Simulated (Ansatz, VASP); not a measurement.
## One calculation of TiB4, two programs

Contents of INCAR:

```
SYSTEM = TiB4
ALGO = Normal
EDIFF = 1E-6
EDIFFG = -0.04
ENCUT = 600
GGA = PE
IBRION = 2
ISIF = 3
ISMEAR = 0
LASPH = .TRUE.
LCHARG = .FALSE.
LREAL = .FALSE.
LWAVE = .FALSE.
NELM = 60
NSW = 90
PREC = Accurate
SIGMA = 0.1
```

Contents of KPOINTS:

```
k-points
0
G
  6 6 6
  0 0 0
```

The input POSCAR:

```
TiB4
1.0
    3.6661190100      0.0000000000      0.0000000000
    0.0000000000      3.6661190100      0.0000000000
    0.0000000000      0.0000000000      3.6661190100
Ti B
1 4
Direct
    0.0000000000      0.0000000000      0.0000000000
    0.2500000000      0.2500000000      0.2500000000
    0.7500000000      0.7500000000      0.2500000000
    0.2500000000      0.7500000000      0.7500000000
    0.7500000000      0.2500000000      0.7500000000
```

Input for Ansatz:

```yaml
crystal:
  lattice:
    - [3.66611901, 0.0, 0.0]
    - [0.0, 3.66611901, 0.0]
    - [0.0, 0.0, 3.66611901]
  atoms:
    - { symbol: Ti, position: [0.0, 0.0, 0.0] }
    - { symbol: B, position: [0.25, 0.25, 0.25] }
    - { symbol: B, position: [0.75, 0.75, 0.25] }
    - { symbol: B, position: [0.25, 0.75, 0.75] }
    - { symbol: B, position: [0.75, 0.25, 0.75] }
basis:
  ecutwfc: 420
kpoints:
  mp_grid: { grid: [6, 6, 6] }
hamiltonian:
  xc: pbe
scf:
  occupations: { method: gaussian, width: 0.1 }
  lower_state_search: "off"
output:
  forces: true
  stress: true
  eigenvalues: true
relax:
  adjacent_minimum: "off"
  f_tol: 0.04
  max_steps: 70
  cell: { stress_tol: 0.4 }
```

Change from the starting cell: species swapped into the SnI4 type (P-43m, No. 215).

Alike in both runs: task relaxation of cell and atoms; functional PBE; k mesh 6 × 6 × 6; occupations gaussian, width 0.1 eV; no spin polarisation.

```csv
,VASP,Ansatz
version,VASP 6.6.1,Ansatz 0.2.0
potentials or method,"VASP PAW PBE potentials, release 64 (Ti_sv, B)","scalar-relativistic, plane waves, PAW"
plane-wave cutoff (eV),600,420
valence electrons in the cell,24,24
```

```tsv
	VASP	Ansatz	Ansatz less VASP
gap on the k mesh at the Fermi level, each at its own relaxed structure (eV)	none	none	-
relaxed volume (Å³/atom)	10.53	10.52	-0.008
relaxed cell length with the largest relative difference (Å)	3.748	3.747	-0.0010
energy change over the relaxation (meV/atom)	-3537	-3551	-13.9
```

A gap of «none» marks a metal or a gap that the smearing closes.
